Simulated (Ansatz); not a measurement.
# AgBr: the cost of one run

Program: Ansatz 0.2.0. Level of theory: DFT, plane waves, PAW, no spin polarisation. These are calculated values, not measurements.

### 1 The system as given

The cell holds 16 atoms (Ag8Br8): a = 8.182 Å, b = 8.182 Å, c = 8.182 Å, α = 60.00°, β = 60.00°, γ = 60.00°.

Structure file:

```xyz
16
Lattice="0.0000 5.7855 5.7855 5.7855 0.0000 5.7855 5.7855 5.7855 0.0000" Properties=species:S:1:pos:R:3 pbc="T T T"
Ag    0.0000    0.0000    0.0000
Br    2.8927    2.8927    2.8927
Ag    2.8927    2.8927    0.0000
Br    5.7855    5.7855    2.8927
Ag    2.8927    0.0000    2.8927
Br    5.7855    2.8927    5.7855
Ag    5.7855    2.8927    2.8927
Br    8.6782    5.7855    5.7855
Ag    0.0000    2.8927    2.8927
Br    2.8927    5.7855    5.7855
Ag    2.8927    5.7855    2.8927
Br    5.7855    8.6782    5.7855
Ag    2.8927    2.8927    5.7855
Br    5.7855    5.7855    8.6782
Ag    5.7855    5.7855    5.7855
Br    8.6782    8.6782    8.6782
```

### 2 Run 1: PBEsol

Input file input.yaml:

```yaml
crystal:
  lattice:
    - [0.0, 5.7854666525, 5.7854666525]
    - [5.7854666525, 0.0, 5.7854666525]
    - [5.7854666525, 5.7854666525, 0.0]
  atoms:
    - { symbol: Ag, position: [0.0, 0.0, 0.0] }
    - { symbol: Br, position: [0.25, 0.25, 0.25] }
    - { symbol: Ag, position: [0.0, 0.0, 0.5] }
    - { symbol: Br, position: [0.25, 0.25, 0.75] }
    - { symbol: Ag, position: [0.0, 0.5, 0.0] }
    - { symbol: Br, position: [0.25, 0.75, 0.25] }
    - { symbol: Ag, position: [0.0, 0.5, 0.5] }
    - { symbol: Br, position: [0.25, 0.75, 0.75] }
    - { symbol: Ag, position: [0.5, 0.0, 0.0] }
    - { symbol: Br, position: [0.75, 0.25, 0.25] }
    - { symbol: Ag, position: [0.5, 0.0, 0.5] }
    - { symbol: Br, position: [0.75, 0.25, 0.75] }
    - { symbol: Ag, position: [0.5, 0.5, 0.0] }
    - { symbol: Br, position: [0.75, 0.75, 0.25] }
    - { symbol: Ag, position: [0.5, 0.5, 0.5] }
    - { symbol: Br, position: [0.75, 0.75, 0.75] }
kpoints:
  mp_grid: { grid: [2, 2, 2] }
hamiltonian:
  xc: pbesol
scf:
  occupations: { method: fermi_dirac, width: 0.069 }
md:
  ensemble: nvt_langevin
  temperature: 800
  timestep: 1.5
  n_steps: 30
  initial_velocities: maxwell_boltzmann
  seed: 6841
```

Started as:

```
$ ansatz run input.yaml --threads 4 --pin off --max-ram 3686MiB --backend cpu --events-out ev --progress --plain --runs-dir out
```

Q: Estimate wall time and peak memory on 4 threads of Intel Xeon at 2.50GHz (Skylake/Cascade Lake), shared host.

About 4.9 min, with a peak of 1.5 GiB.
